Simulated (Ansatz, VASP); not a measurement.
## One calculation of Ag, two programs

```
Ag
1.0
     2.79075    0.00000    0.00000
    -1.39538    2.41686    0.00000
     0.00000    0.00000    4.56423
Ag
2
Direct
  0.33333 0.66667 0.25000
  0.66667 0.33333 0.75000
```

Alike in both runs: functional PBEsol; k mesh 18 × 18 × 10; occupations gaussian, width 0.1 eV; no spin polarisation.

Ansatz relaxed the structure, and its values are those at the end. VASP's run is a single point on that final structure, the one shown.

|  | VASP | Ansatz |
| --- | --- | --- |
| version | VASP 6.6.1 | Ansatz 0.2.0 |
| potentials or method | VASP PAW PBE potentials, release 64 (Ag) | scalar-relativistic, plane waves, PAW |
| plane-wave cutoff (eV) | 520 | 420 |
| valence electrons in the cell | 22 | 38 |

```csv
,VASP,Ansatz,Ansatz less VASP
gap on the k mesh at the Fermi level (eV),none,none,-
pressure (GPa),11.7,12.0,+0.36
```

A gap of «none» marks a metal or a gap that the smearing closes. With one functional, cell and mesh, what is left measures potentials, basis and numerics. The two sets of potentials don't hold the same shells in valence.

Caveats: the PAW data sets were made with another functional, which shifts forces and pressure a little (VASP).
